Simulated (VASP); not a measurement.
# InAs (F-43m) in VASP: a series of runs

The runs below take InAs through single point, with PBE.

All numbers are computed with VASP 6.6.1; they aren't measurements. Logs are shortened: lines on timing, memory, paths and dates and some standing lists are left out, and cuts for length are marked.

**Measured values to compare with.**

From a printed reference work, data compilation, for a bulk crystal of InAs at 4.2 K: band gap 0.418 eV (direct).

How close the calculation comes is told below.

## (1) The cell of the first run

The structure is cubic, space group F-43m (No. 216). Conventional cell: a = 5.915 Å, b = 5.915 Å, c = 5.915 Å, α = 90.00°, β = 90.00°, γ = 90.00°. In (site symmetry -43m) has 4 As at 2.56 Å within 3.4 Å. As (site symmetry -43m) has 4 In at 2.56 Å within 3.4 Å.

## (2) Single point, PBE

INCAR

```
SYSTEM = InAs
PREC = Accurate
ENCUT = 520
EDIFF = 1E-6
ISMEAR = -1
SIGMA = 0.15
LREAL = .False.
LASPH = .True.
NELM = 100
ALGO = Normal
ISIF = 2
LWAVE = .False.
LCHARG = .False.
GGA = PE
NBANDS = 16
```

KPOINTS

```
regular mesh
0
Gamma
  12 12 12
  0 0 0
```

POSCAR

```
InAs
1.0
    0.0000000000      2.9576438735      2.9576438735
    2.9576438735      0.0000000000      2.9576438735
    2.9576438735      2.9576438735      0.0000000000
In As
1 1
Direct
    0.0000000000      0.0000000000      0.0000000000
    0.7500000000      0.7500000000      0.7500000000
```

Potentials or basis: VASP PAW PBE potentials, release 64 (In_d, As).

Run with:

```bash
> cat potpaw_PBE.64/In_d/POTCAR potpaw_PBE.64/As/POTCAR > POTCAR
> mpirun -np 1 vasp_std > vasp.out
```

OUTCAR:

```text
SYSTEM = InAs
   PREC = Accurate
   ENCUT = 520
   EDIFF = 1E-6
   ISMEAR = -1
   LREAL = .False.
   LASPH = .True.
   NELM = 100
   ISIF = 2
   GGA = PE

 ion  position               nearest neighbor table
   1  0.000  0.000  0.000-   2 2.56   2 2.56   2 2.56   2 2.56
   2  0.750  0.750  0.750-   1 2.56   1 2.56   1 2.56   1 2.56

  LATTYP: Found a face centered cubic cell.
 ALAT       =     5.9152877470

  Lattice vectors:

 A1 = (   0.0000000000,   2.9576438735,   2.9576438735)
 A2 = (   2.9576438735,   0.0000000000,   2.9576438735)
 A3 = (   2.9576438735,   2.9576438735,   0.0000000000)

Analysis of symmetry for initial positions (statically):
=====================================================================
 Subroutine PRICEL returns:
 Original cell was already a primitive cell.

 Routine SETGRP: Setting up the symmetry group for a
 face centered cubic supercell.

 Subroutine GETGRP returns: Found 24 space group operations
 (whereof 24 operations were pure point group operations)
 out of a pool of 48 trial point group operations.

The static configuration has the point symmetry T_d .

Analysis of symmetry for dynamics (positions and initial velocities):
=====================================================================
 Subroutine PRICEL returns:
 Original cell was already a primitive cell.

 Routine SETGRP: Setting up the symmetry group for a
 face centered cubic supercell.

 Subroutine GETGRP returns: Found 24 space group operations
 (whereof 24 operations were pure point group operations)
 out of a pool of 48 trial point group operations.

The dynamic configuration has the point symmetry T_d .

 Subroutine INISYM returns: Found 24 space group operations
 (whereof 24 operations are pure point group operations),
 and found     1 'primitive' translations

----------------------------------------------------------------------------------------

                                     Primitive cell

  volume of cell :      51.7449

  direct lattice vectors                    reciprocal lattice vectors
     0.000000000  2.957643873  2.957643873    -0.169053484  0.169053484  0.169053484
     2.957643873  0.000000000  2.957643873     0.169053484 -0.169053484  0.169053484
     2.957643873  2.957643873  0.000000000     0.169053484  0.169053484 -0.169053484

  length of vectors
     4.182740079  4.182740079  4.182740079     0.292809223  0.292809223  0.292809223

  position of ions in fractional coordinates (direct lattice)
     0.000000000  0.000000000  0.000000000
     0.750000000  0.750000000  0.750000000

  ion indices of the primitive-cell ions
   primitive index   ion index
                 1           1
                 2           2

----------------------------------------------------------------------------------------

 KPOINTS: regular mesh

Automatic generation of k-mesh.
 Grid dimensions read from file:
 generate k-points for:   12   12   12

 Generating k-lattice:

  Cartesian coordinates                     Fractional coordinates (reciprocal lattice)
    -0.014087790  0.014087790  0.014087790     0.083333333  0.000000000  0.000000000
     0.014087790 -0.014087790  0.014087790     0.000000000  0.083333333  0.000000000
     0.014087790  0.014087790 -0.014087790     0.000000000  0.000000000  0.083333333

  Length of vectors
     0.024400769  0.024400769  0.024400769

  Shift w.r.t. Gamma in fractional coordinates (k-lattice)
     0.000000000  0.000000000  0.000000000

 Subroutine IBZKPT returns following result:
 ===========================================

 Found     72 irreducible k-points:

 Following reciprocal coordinates:
            Coordinates               Weight
  0.000000  0.000000  0.000000      1.000000
  0.083333  0.000000  0.000000      8.000000
  0.166667  0.000000  0.000000      8.000000
  0.250000  0.000000  0.000000      8.000000
  0.333333  0.000000  0.000000      8.000000
  0.416667  0.000000  0.000000      8.000000
[... 16 lines left out ...]
  0.500000  0.166667  0.000000     24.000000
 -0.416667  0.166667  0.000000     24.000000
 [... further k-points ...]
   k-points           NKPTS =     72   k-points in BZ     NKDIM =     72   number of bands    NBANDS=     16
   number of dos      NEDOS =    301   number of ions     NIONS =      2
   total plane-waves  NPLWV =  32768
   dimension x,y,z NGX =    32 NGY =   32 NGZ =   32
   dimension x,y,z NGXF=    64 NGYF=   64 NGZF=   64
   ions per type =               1   1
   NGX,Y,Z   is equivalent  to a cutoff of  12.72, 12.72, 12.72 a.u.
   NGXF,Y,Z  is equivalent  to a cutoff of  25.44, 25.44, 25.44 a.u.
 SYSTEM =  InAs
   PREC   = accura    normal or accurate (medium, high low for compatibility)
   ISTART =      0    job   : 0-new  1-cont  2-samecut
   ICHARG =      2    charge: 1-file 2-atom 10-const
   ISPIN  =      1    spin polarized calculation?
   LNONCOLLINEAR =      F non collinear calculations
   LSORBIT =      F    spin-orbit coupling
   LASPH  =      T    aspherical Exc in radial PAW
   ENCUT  =  520.0 eV  38.22 Ry    6.18 a.u.   7.78  7.78  7.78*2*pi/ulx,y,z
   NELM   =    100;   NELMIN=  2; NELMDL= -5     # of ELM steps
   EDIFF  = 0.1E-05   stopping-criterion for ELM
   LREAL  =      F    real-space projection
   EDIFFG = 0.1E-04   stopping-criterion for IOM
   NSW    =      0    number of steps for IOM
   IBRION =     -1    ionic relax: 0-MD 1-quasi-New 2-CG
   NFREE  =      0    steps in history (QN), initial steepest desc. (CG)
   ISIF   =      2    stress and relaxation
   ISYM   =      2    0-nonsym 1-usesym 2-fastsym
   POTIM  = 0.5000    time-step for ionic-motion
   TEBEG  =    0.0;   TEEND  =   0.0 temperature during run
   PSTRESS=    0.0 pullay stress
   NELECT =      18.0000    total number of electrons
   NUPDOWN=      -1.0000    fix difference up-down
   EMIN   =  10.00;   EMAX   =-10.00  energy-range for DOS
   EFERMI =   0.00;   METHOD = LEGACY
   ISMEAR =    -1;   SIGMA  =   0.15  broadening in eV -4-tet -1-fermi 0-gaus
   EFERMI_NEDOS =   21; number of points for ismear=-14 and -15
   IALGO  =     38    algorithm
   IMIX   =      4    mixing-type and parameters
     AMIX     =   0.40;   BMIX     =  1.00
     AMIX_MAG =   1.60;   BMIX_MAG =  1.00
  volume/ion in A,a.u.               =      25.87       174.60
  Fermi-wavevector in a.u.,A,eV,Ry     =   1.151356  2.175748 18.036177  1.325622
  Thomas-Fermi vector in A             =   2.288015
   LORBIT       =      0    0 simple, 1 ext, 2 COOP (PROOUT), +10 PAW based schemes
   GGA     = PE    functional components
[... 5 lines left out ...]
 non-spin polarized calculation
  energy-cutoff  :      520.00
  volume of cell :       51.74
 maximum number of plane-waves:      1411
   NGX = 15   NGY = 15   NGZ = 15

 number of electron      18.0000008 magnetization

 Free energy of the ion-electron system (eV)
  ---------------------------------------------------
  ext. energy  EPLUGINS =         0.00000000
  ---------------------------------------------------
  free energy    TOTEN  =        -7.53236782 eV

  energy without entropy =       -7.53061593  energy(sigma->0) =       -7.53149188

 E-fermi :   5.6542     XC(G=0):  -9.3872

 val. band max:        5.3496027613   @ k =   0.0000   0.0000   0.0000
 cond. band min:       6.2440228549   @ k =   0.0833   0.0000   0.0000
 fundamental gap:      0.8944200937
 Fermi energy:         5.6541712764

 k-point     1 :       0.0000    0.0000    0.0000
  band No.  band energies     occupation
      1      -9.3410      2.00000
      2      -9.3410      2.00000
      3      -9.3410      2.00000
      4      -9.1849      2.00000
      5      -9.1849      2.00000
      6      -7.1082      2.00000
[... 8 lines left out ...]
     15      15.0569      0.00000
     16      15.0569      0.00000

 k-point     2 :       0.0833    0.0000    0.0000
  band No.  band energies     occupation
      1      -9.3537      2.00000
      2      -9.3376      2.00000
      3      -9.3376      2.00000
      4      -9.1850      2.00000
      5      -9.1850      2.00000
      6      -7.0261      2.00000
[... 8 lines left out ...]
     15      14.4173      0.00000
     16      14.4173      0.00000

 k-point     3 :       0.1667    0.0000    0.0000
  band No.  band energies     occupation
      1      -9.3865      2.00000
      2      -9.3287      2.00000
      3      -9.3287      2.00000
      4      -9.1849      2.00000
      5      -9.1849      2.00000
      6      -6.7891      2.00000
[... 8 lines left out ...]
     15      13.8823      0.00000
     16      13.9709      0.00000

 k-point     4 :       0.2500    0.0000    0.0000
  band No.  band energies     occupation
      1      -9.4278      2.00000
      2      -9.3178      2.00000
      3      -9.3178      2.00000
      4      -9.1835      2.00000
      5      -9.1835      2.00000
      6      -6.4255      2.00000
[... 8 lines left out ...]
     15      13.8563      0.00000
     16      13.8563      0.00000

 k-point     5 :       0.3333    0.0000    0.0000
  band No.  band energies     occupation
      1      -9.4660      2.00000
      2      -9.3086      2.00000
      3      -9.3086      2.00000
      4      -9.1802      2.00000
      5      -9.1802      2.00000
      6      -5.9901      2.00000
[... 8 lines left out ...]
     15      14.4204      0.00000
     16      14.4204      0.00000

 k-point     6 :       0.4167    0.0000    0.0000
  band No.  band energies     occupation
      1      -9.4922      2.00000
      2      -9.3032      2.00000
      3      -9.3032      2.00000
      4      -9.1764      2.00000
      5      -9.1764      2.00000
      6      -5.5928      2.00000
[... 8 lines left out ...]
     15      15.4068      0.00000
     16      15.4068      0.00000
[... 267 lines left out ...]
 k-point    21 :       0.3333    0.1667    0.0000
  band No.  band energies     occupation
      1      -9.4738      2.00000
      2      -9.2984      2.00000
      3      -9.2932      2.00000
      4      -9.2008      2.00000
      5      -9.1718      2.00000
      6      -6.0407      2.00000
[... 8 lines left out ...]
     15      15.4760      0.00000
     16      15.5107      0.00000

 k-point    22 :       0.4167    0.1667    0.0000
  band No.  band energies     occupation
      1      -9.4982      2.00000
      2      -9.2943      2.00000
      3      -9.2864      2.00000
      4      -9.1973      2.00000
      5      -9.1703      2.00000
      6      -5.6259      2.00000
[... 8 lines left out ...]
     15      15.5732      0.00000
     16      16.2089      0.00000

 k-point    23 :       0.5000    0.1667    0.0000
  band No.  band energies     occupation
      1      -9.5115      2.00000
      2      -9.2930      2.00000
      3      -9.2841      2.00000
      4      -9.1908      2.00000
      5      -9.1720      2.00000
      6      -5.3039      2.00000
[... 8 lines left out ...]
     15      15.9286      0.00000
     16      16.3130      0.00000

 k-point    24 :      -0.4167    0.1667    0.0000
  band No.  band energies     occupation
      1      -9.5114      2.00000
      2      -9.2935      2.00000
      3      -9.2859      2.00000
      4      -9.1844      2.00000
      5      -9.1773      2.00000
      6      -5.2519      2.00000
[... 8 lines left out ...]
     15      15.0873      0.00000
     16      15.5652      0.00000

 [... further k-points ...]
[... 5 lines left out ...]
  --------------------------------------------------------------------------------------
  -------------------------------------------------------------------------------------
  Total        2.9302629      2.9302629      2.9302629     -0.0000000      0.0000000      0.0000000
  in kB       90.7297137     90.7297137     90.7297137     -0.0000000      0.0000000      0.0000000
  external PRESSURE =      90.7297137 kB  Pullay stress =       0.0000000 kB

 VOLUME and BASIS-vectors are now :
 -----------------------------------------------------------------------------
  energy-cutoff  :      520.00
  volume of cell :       51.74
      direct lattice vectors                 reciprocal lattice vectors
     0.000000000  2.957643873  2.957643873    -0.169053484  0.169053484  0.169053484
     2.957643873  0.000000000  2.957643873     0.169053484 -0.169053484  0.169053484
     2.957643873  2.957643873  0.000000000     0.169053484  0.169053484 -0.169053484

 POSITION                                       TOTAL-FORCE (eV/Angst)
 -----------------------------------------------------------------------------------
      0.00000      0.00000      0.00000         0.000000      0.000000     -0.000000
      4.43647      4.43647      4.43647        -0.000000     -0.000000      0.000000
 -----------------------------------------------------------------------------------
    total drift:                                0.000000      0.000000     -0.000000

  FREE ENERGIE OF THE ION-ELECTRON SYSTEM (eV)
  ---------------------------------------------------
  free  energy   TOTEN  =        -7.5323678203 eV

  energy  without entropy=       -7.5306159328  energy(sigma->0) =       -7.53149188
```

Run time: 19 s. Hardware: 1 thread of Intel Xeon 6975P-C (Granite Rapids), shared host; peak memory 0.21 GiB.

What came out:

```
Free energy : -7.5324 eV
Pressure    : 9.1 GPa
```

Caveat: spin-orbit coupling is left out, which moves the levels of the heavy elements.

## (3) Single point, PBE

This run uses another cell than the first one, of 29.60 Å³/atom, 1.144 times its volume.

INCAR

```
ALGO = Normal ; EDIFF = 1E-7
ENCUT = 520 ; GGA = PE
ISIF = 2 ; ISMEAR = 0
LASPH = True ; LCHARG = False
LREAL = False ; LWAVE = False
NBANDS = 16 ; NELM = 80
PREC = Accurate ; SIGMA = 0.1
```

KPOINTS

```
k-points
0
Gamma
  12 12 12
```

POSCAR

```
InAs
1.0
    0.0000000000      3.0933796584      3.0933796584
    3.0933796584      0.0000000000      3.0933796584
    3.0933796584      3.0933796584      0.0000000000
In As
1 1
Direct
    0.0000000000      0.0000000000      0.0000000000
    0.7500000000      0.7500000000      0.7500000000
```

Potentials or basis: VASP PAW PBE potentials, release 64 (In_d, As).

Run with:

```bash
> cat potpaw_PBE.64/In_d/POTCAR potpaw_PBE.64/As/POTCAR > POTCAR
> mpirun -np 1 vasp_std > vasp.out
```

Wall time 39 s (1 thread of Intel Xeon 6975P-C (Granite Rapids), shared host); peak memory 0.24 GiB.

Results (log left out):

| Quantity | Value |
| --- | --- |
| Free energy | -7.7197 eV |
| Pressure | 0.0 GPa |
| Band gap on the k mesh | zero (filled and empty bands touch) |

Levels at points of the mesh, in eV from the Fermi level:
| k point | band 7 | band 8 | band 9 | band 10 | band 11 | band 12 |
| --- | --- | --- | --- | --- | --- | --- |
| (0.00, 0.00, 0.00) | -0.61 | -0.07 | -0.07 | -0.07 | 3.81 | 3.81 |
| (0.50, 0.00, 0.00) | -5.50 | -0.96 | -0.96 | 0.75 | 4.57 | 4.57 |
| (0.50, 0.50, 0.00) | -5.62 | -2.17 | -2.17 | 1.59 | 1.98 | 8.69 |

Caveat: spin-orbit coupling is left out, which moves the levels of the heavy elements.

## (4) Single point, PBE

This run uses another cell than the first one, of 29.61 Å³/atom, 1.145 times its volume.

INCAR

```
  ALGO = Normal
  EDIFF = 1E-6
  ENCUT = 520
  GGA = PE
  ISIF = 2
  ISMEAR = -1
  LASPH = True
  LCHARG = False
  LREAL = False
  LWAVE = False
  NBANDS = 16
  NELM = 60
  PREC = Accurate
  SIGMA = 0.15
```

KPOINTS is that of step 3.

POSCAR

```
InAs
1.0
    0.0000000000      3.0937808095      3.0937808095
    3.0937808095      0.0000000000      3.0937808095
    3.0937808095      3.0937808095      0.0000000000
In As
1 1
Direct
    0.0000000000      0.0000000000      0.0000000000
    0.7500000000      0.7500000000      0.7500000000
```

Run with:

```bash
> cat potpaw_PBE.64/In_d/POTCAR potpaw_PBE.64/As/POTCAR > POTCAR
> mpirun -np 1 vasp_std > vasp.out
```

It took 27 s on 1 thread of Intel Xeon 6975P-C (Granite Rapids), shared host; peak memory 0.24 GiB.

It converged, with:

```
Free energy            : -7.7210 eV
Pressure               : 0.0 GPa
Band gap on the k mesh : zero (filled and empty bands touch)
```

Levels at points of the mesh, in eV from the Fermi level:
| k point | band 5 | band 6 | band 7 | band 8 | band 9 | band 10 | band 11 | band 12 | band 13 | band 14 |
| --- | --- | --- | --- | --- | --- | --- | --- | --- | --- | --- |
| (0.00, 0.00, 0.00) | -14.52 | -11.79 | -0.90 | -0.36 | -0.36 | -0.36 | 3.52 | 3.52 | 3.52 | 6.92 |
| (0.50, 0.00, 0.00) | -14.51 | -10.53 | -5.79 | -1.25 | -1.25 | 0.46 | 4.28 | 4.28 | 6.40 | 8.34 |
| (0.50, 0.50, 0.00) | -14.50 | -10.06 | -5.91 | -2.46 | -2.46 | 1.30 | 1.68 | 8.40 | 8.44 | 8.44 |

Caveat: spin-orbit coupling is left out, which moves the levels of the heavy elements.

[end of part 1 of 2]
